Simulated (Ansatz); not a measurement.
# Zn in Ansatz: reference runs

Reference runs on Zn: the cell as given.

Program: Ansatz 0.2.0. These are calculated values, not measurements. Logs are shortened: lines on timing, memory, paths and dates and some standing lists are left out, and cuts for length are marked.

## (1) The cell of the first run

The cell holds a slab with vacuum, 6 atoms: a = 2.617 Å, b = 2.619 Å, c = 27.159 Å, α = 90.00°, β = 90.00°, γ = 119.98°.

## (2) Single point, PBE (the (0 0 1) slab of Zn, cut from the database cell, not relaxed)

input.yaml reads:

```yaml
crystal:
  lattice:
    - [2.61697402, 0.0, 0.0]
    - [-1.30848701, 2.2681701736, 0.0]
    - [0.0, 0.0, 27.1587934876]
  atoms:
    - { symbol: Zn, position: [0.3393536486, 0.6787072973, 0.2761536518] }
    - { symbol: Zn, position: [0.0115275509, 0.0230551018, 0.3651252919] }
    - { symbol: Zn, position: [0.3508811995, 0.7017623991, 0.455041764] }
    - { symbol: Zn, position: [0.6902348482, 0.3804696963, 0.544958236] }
    - { symbol: Zn, position: [0.3624087504, 0.7248175009, 0.6339298761] }
    - { symbol: Zn, position: [0.7017623991, 0.4035247981, 0.7238463482] }
hamiltonian:
  xc: pbe
  pseudopotentials: { kind: paw }
kpoints:
  mp_grid: { grid: [12, 12, 1] }
scf:
  occupations: { method: fermi_dirac, width: 0.05 }
output:
  forces: true
  eigenvalues: true
  write_density: true
  write_potential: true
  elf: true
  volumetric_format: npy
efield:
  axis: 3
  dipole_correction: true
  ramp_width: 0.04
```

Potentials or basis: Ansatz PAW.

The run is started by

```
$ ansatz run input.yaml --threads 4 --pin off --max-ram 11264MiB --backend cpu --events-out ev --progress --plain --runs-dir out
```

The log of the run:

```text
Warning: RAYON_NUM_THREADS=4 ignored (pool sized by the plan → 4); use --threads N
Engine: ansatz 0.2.0, aarch64-unknown-linux-gnu
Pseudopotentials: kind: paw
Pseudopotential: Zn, paw, valence charge 12, recommended cutoff 420 eV (normal), Zn.paw.azcp
Functional definition: PBE
  parameter kappa = 0.804
  parameter beta = 0.06672455060314922
  exchange = pbe_x(kappa = kappa, mu = beta*pi^2/3)
  correlation = pbe_c(beta = beta)
Crystal: 6 atoms, lattice volume = 161.208 Å³
Basis set: ecut = 420 eV, 3217 PW (Γ), exchange–correlation on 36×36×384 points (8 copies of the dense FFT grid, shifted against one another)
Bands: 44, of which v1, the nominal top of the filled ones, is band 36 counted from 1 (35 counted from 0)
Symmetry: 2 space group operations
Space group: Cm (ITA 8), of the structure as read, at distance tolerance 5.4e-5 Å
k-points: 43 of 144 (time reversal used)
Non-local potential: Zn, projectors of the file, l = 0: 2, l = 1: 2, l = 2: 3, l = 3: 1
PAW form: soft (Blöchl's): semilocal exchange-correlation on the pseudo side does not see the compensation charge
PAW one-centre angular grid: Zn, 590 points (default); XC on 64 Gauss nodes
Initial density: superposition of atomic densities (neutral atoms: chi_scale 0, normalization atom), corrected by the library's trained network
Initial wavefunctions: pseudopotential atomic-orbital guess
Functional: x = pbe(κ = 0.804, μ = 0.2195149727645171), c = pbe(β = 0.06672455060314922)
SCF iter   1: F=—  HF=-19913.918517 eV  |F-HF|=—  |Δ(HF+E_count)|=         —  Δρ=2.36e-3  dr2=2.43e-1  ethr=1.77e-3  p=0.001 e·Å  D=5.66e-4 V/Å  ΔV_dip=-0.02 eV  dr2_dipole=1.86e-4  V_vac-E_F(+/−)=3.98/4.00 eV  ⟨swp⟩=13.8  Hψ=11723  notcnv=0  defer=30
efield: sawtooth ramp at fractional position 0.9800 (placed from the atoms, in the widest stretch of the axis that holds none; the zero of the levels goes with the place), width 0.0400; the density the first Hamiltonian is built on has a dipole p = 0.001 e·Å; the dipole correction subtracts the counter field D = 5.66e-4 V/Å, which shifts the + side's vacuum level by -0.02 eV against the − side's; the planar-averaged density in the ramp window peaks in size at 4.4e-5 e/Å³
preconditioner: auto → LDOS  [metal: Δε(μ)=0.038 eV  Ē_g=10.843 eV  σ=0.050 eV  W_gap=0.18  n_scr=20 (ndim 8)  ℏωp=24.8 eV  f_vac=0.430  D(μ)=1.62/eV (n_scr^D=10)  β→1.0]
SCF iter   2: F=—  HF=-19913.914203 eV  |F-HF|=—  |Δ(HF+E_count)|=   4.31e-3  Δρ=2.09e-3  dr2=1.11e-2  ethr=3.37e-4  p=0.000 e·Å  D=5.24e-4 V/Å  ΔV_dip=-0.01 eV  dr2_dipole=2.08e-6  V_vac-E_F(+/−)=4.05/4.06 eV  ⟨swp⟩=2.8  Hψ=2816  notcnv=0  defer=73
SCF iter   3: F=—  HF=-19913.912942 eV  |F-HF|=—  |Δ(HF+E_count)|=   1.26e-3  Δρ=1.33e-3  dr2=1.85e-3  ethr=1.54e-5  p=0.000 e·Å  D=3.95e-4 V/Å  ΔV_dip=-0.01 eV  dr2_dipole=7.81e-8  V_vac-E_F(+/−)=4.04/4.05 eV  ⟨swp⟩=2.2  Hψ=3851  notcnv=0  defer=73
SCF iter   4: F=—  HF=-19913.912265 eV  |F-HF|=—  |Δ(HF+E_count)|=   6.77e-4  Δρ=5.33e-4  dr2=3.73e-4  ethr=2.57e-6  p=0.000 e·Å  D=4.14e-4 V/Å  ΔV_dip=-0.01 eV  dr2_dipole=4.45e-11  V_vac-E_F(+/−)=4.04/4.05 eV  ⟨swp⟩=2.0  Hψ=3468  notcnv=0  defer=73
SCF iter   5: F=—  HF=-19913.912139 eV  |F-HF|=—  |Δ(HF+E_count)|=   1.26e-4  Δρ=8.51e-5  dr2=3.08e-5  ethr=5.18e-7  p=0.000 e·Å  D=4.13e-4 V/Å  ΔV_dip=-0.01 eV  dr2_dipole=2.45e-8  V_vac-E_F(+/−)=4.04/4.06 eV  ⟨swp⟩=2.1  Hψ=3521  notcnv=0  defer=73
SCF iter   6: F=—  HF=-19913.912149 eV  |F-HF|=—  |Δ(HF+E_count)|=   9.89e-6  Δρ=2.27e-5  dr2=1.49e-6  ethr=4.27e-8  p=0.000 e·Å  D=4.07e-4 V/Å  ΔV_dip=-0.01 eV  dr2_dipole=5.52e-9  V_vac-E_F(+/−)=4.05/4.06 eV  ⟨swp⟩=2.3  Hψ=3341  notcnv=0  defer=73
SCF iter   7: F=—  HF=-19913.912150 eV  |F-HF|=—  |Δ(HF+E_count)|=   6.23e-7  Δρ=1.56e-5  dr2=2.86e-7  ethr=2.07e-9  p=0.000 e·Å  D=4.08e-4 V/Å  ΔV_dip=-0.01 eV  dr2_dipole=3.96e-9  V_vac-E_F(+/−)=4.05/4.06 eV  ⟨swp⟩=2.2  Hψ=3392  notcnv=0  defer=73
SCF iter   8: F=-19913.912150 eV  HF=-19913.912150 eV  |F-HF|=2.34e-8  |Δ(HF+E_count)|=   2.85e-8  Δρ=3.90e-6  dr2=5.59e-8  ethr=1.39e-10  p=0.000 e·Å  D=4.08e-4 V/Å  ΔV_dip=-0.01 eV  dr2_dipole=5.47e-10  V_vac-E_F(+/−)=4.05/4.06 eV  ⟨swp⟩=20.2  Hψ=20090  notcnv=0
SCF 1 converged in 8 iterations: F = -19913.912150 eV  dr2 = 5.59e-8
WARN: The output density's exchange-correlation potential varies sharply where the density is thin. Do not read a vacuum level from v_tot or v_xc, or from such a field of the output density. On a cell that repeats whose density bears no net charge and no dipole along the vacuum's axis use v_es (v_loc + v_h of the components); under efield.dipole_correction with no amplitude use v_es + v_field, which holds any external_charges[].barrier, or the levels of the report's work_function block, which leave it out; under a non-zero efield.amplitude the vacuum is tilted and has no level; on a cell that repeats and bears such a dipole with no correction it is tilted too, and efield.dipole_correction with no amplitude gives each side of its ramp a level where efield: is served; in a cell that repeats whose density bears a net charge (total_charge, or a fill off its count) it is curved and has none; of a slab under crystal.periodic whose density bears no net charge use v_es, which has a level on each side, short of where the two are joined; of another it falls or rises all the way out and has none; of a slab beside external_charges read slab_vacuum_level instead, which it has where they leave it neutral. The grid or the basis barely resolves most such structure, and the values can differ between equally converged runs; as a rule a tighter scf.convergence.dr2_threshold does not remove it. Where the density itself ripples (under the LDA too) a higher basis.ecutwfc lessens it. The files hold the spikes' plane waves up to the density's cutoff. Files: v_tot_of_output_density and the like, and their columns of v_z.tsv (output.write_potential); v_xc_of_output_density and the like, and their columns of v_comp_z.tsv (output.write_potential_components). Measured: with its Gaussian average of σ = 0.25 Å subtracted twice, the exchange-correlation potential is over 0.1 eV at 6 of the grid points where the equally averaged density (valence and model cores) is under 1e-3 e/Å³, and 0.149 eV at the most among them, at an averaged density of 2.4e-8 e/Å³. The input density's (outcome.potential() and, of a run that writes arrays, v_tot and v_xc) is over 0.1 eV, so measured, at 24 points of its own thin density, 0.130 eV at the most. See output.write_potential in the manual, Limitations
SCF converged after 8 iterations
Free energy (F): -19913.912150 eV
Harris-Foulkes:  -19913.912150 eV  (|F-HF|=2.34e-8)
Internal energy: -19913.900047 eV  (E = F + TS)
E sigma→0 (E₀):  -19913.906098 eV
Entropy (-TS):   -0.012103 eV (-2.017 meV/atom)
Fermi energy:    4.552296 eV
Dipole field:    D = 0.000443 V/Å  (p = 0.000395 e·Å, saw-weighted, corrected)
Work function:   Φ+ = 4.0505 eV   Φ− = 4.0625 eV
Levels:          The Fermi level and band energies are counted from a zero that moves with the ramp; work functions are not
--- Per-component energies (eV) ---
  E_band       = -186.580805
  E_kinetic    = 787.406746
  E_local      = -87506.376373  (includes V_loc(G=0)·N_el)
  E_nonlocal   = 3660.533525
  E_hartree    = 42767.100317
  E_xc         = -827.458909
  E_vxc        = -317.196543  (∫ρ·V_xc dr)
  E_paw        = -10945.795858  (= ΣΔE_a)
  E_vpaw       = -2345.220491  (= ΣTr[D̂ρ^β])
  E_aug_tail   = -0.002217  (compensation charges beyond the density's cutoff)
  E_efield     = 0.000000  (sawtooth field / dipole correction)
  E_vefield    = 0.000137  (∫n·V_field dr)
  E_ewald      = 32150.692722
  E_smearing   = -0.012103  (= −TS)
  E_closure    = -0.000000  (closes the sum)
  Σ components = -19913.912150   (vs F -19913.912150, Δ=0.00e0)
--- Forces (eV/Å), atoms counted from 1 ---
  atom   1  Zn     0.00000000     0.01203108    -0.20021460
  atom   2  Zn     0.00000000    -0.00270443     0.01938803
  atom   3  Zn     0.00000000    -0.00029596     0.00116461
  atom   4  Zn     0.00000000     0.00470888    -0.01306001
  atom   5  Zn     0.00000000    -0.00227877     0.03417454
  atom   6  Zn     0.00000000    -0.01146089     0.15854900
  max |Σ_I F_I| component: 1.58e-6 eV/Å
--- Band table (eV; the first three rows and the last of 43) ---
  k-point 0: bands = ["-6.2596", "-5.7891", "-5.1140", "-4.5882", "-4.3287", "-4.3218", "-3.6362", "-3.5290", "-3.4055", "-3.4031", "-3.3894", "-3.3842", "-3.3646", "-3.3609", "-3.3583", "-3.3547", "-3.3043", "-3.0421", "-3.0403", "-3.0302", "-3.0254", "-2.9440", "-2.9392", "-2.8805", "-2.8778", "-2.8107", "-2.8101", "-2.7671", "-2.7665", "-2.7617", "-2.5181", "-2.5165", "-2.5076", "-2.5049", "-1.6096", "0.1408", "1.4981", "3.8376", "6.0363", "7.7487", "8.2965", "9.3984", "9.5609", "11.5638"]
  k-point 1: bands = ["-6.0479", "-5.5824", "-4.9235", "-4.4491", "-4.2140", "-4.2046", "-3.6166", "-3.5245", "-3.4339", "-3.4183", "-3.3919", "-3.3863", "-3.3517", "-3.3341", "-3.3266", "-3.3107", "-3.3051", "-3.1030", "-3.0646", "-3.0271", "-3.0014", "-2.9870", "-2.9648", "-2.9489", "-2.9195", "-2.8830", "-2.8452", "-2.8136", "-2.7624", "-2.6003", "-2.5594", "-2.5246", "-2.5119", "-2.4352", "-1.3786", "0.3043", "1.7868", "4.0504", "6.2351", "7.9448", "8.5004", "9.6004", "9.7622", "11.7681"]
  k-point 2: bands = ["-5.4375", "-4.9991", "-4.4251", "-4.1414", "-3.9358", "-3.9221", "-3.5911", "-3.5440", "-3.4991", "-3.4656", "-3.4375", "-3.4082", "-3.3643", "-3.2896", "-3.2251", "-3.2099", "-3.1986", "-3.1729", "-3.1678", "-3.0933", "-3.0778", "-3.0152", "-2.9968", "-2.9481", "-2.8742", "-2.8227", "-2.8211", "-2.7895", "-2.7603", "-2.7013", "-2.5795", "-2.5422", "-2.5307", "-2.0046", "-0.8128", "0.7850", "2.5957", "4.6877", "6.8288", "8.5313", "9.1107", "10.2017", "10.3635", "12.3737"]
  k-point 42: bands = ["-3.8270", "-3.8186", "-3.7682", "-3.7198", "-3.6905", "-3.6741", "-3.5906", "-3.5623", "-3.4713", "-3.3975", "-3.3904", "-3.3528", "-3.2851", "-3.2663", "-3.2590", "-3.2119", "-3.1683", "-3.1014", "-3.0704", "-3.0066", "-2.9262", "-2.9179", "-2.8975", "-2.8153", "-2.7766", "-2.7416", "-2.6540", "-2.6320", "-2.4672", "-2.4625", "0.2692", "0.7182", "1.4695", "2.4664", "3.7159", "5.0370", "7.6093", "7.7887", "7.9423", "8.2791", "8.3677", "8.9759", "9.0542", "9.6104"]
```

Run time: 21 s. Hardware: 4 threads of Arm Neoverse N1, shared host; peak memory 0.57 GiB.

Results:

```yaml
Free_energy: -19913.9121 eV
Largest_force: 0.201 eV/Å
Band_gap_on_the_k_mesh: none (metal or under the smearing width)
Work_function_of_the_upper_face: 4.05 eV
Work_function_of_the_lower_face: 4.06 eV
Dipole_across_the_slab: 0.000 e·Å
```

Forces on the atoms (eV/Å):
```
Zn   0.000  0.012 -0.200
Zn   0.000 -0.003  0.019
Zn   0.000  0.000  0.001
Zn   0.000  0.005 -0.013
Zn   0.000 -0.002  0.034
Zn   0.000 -0.011  0.159
```
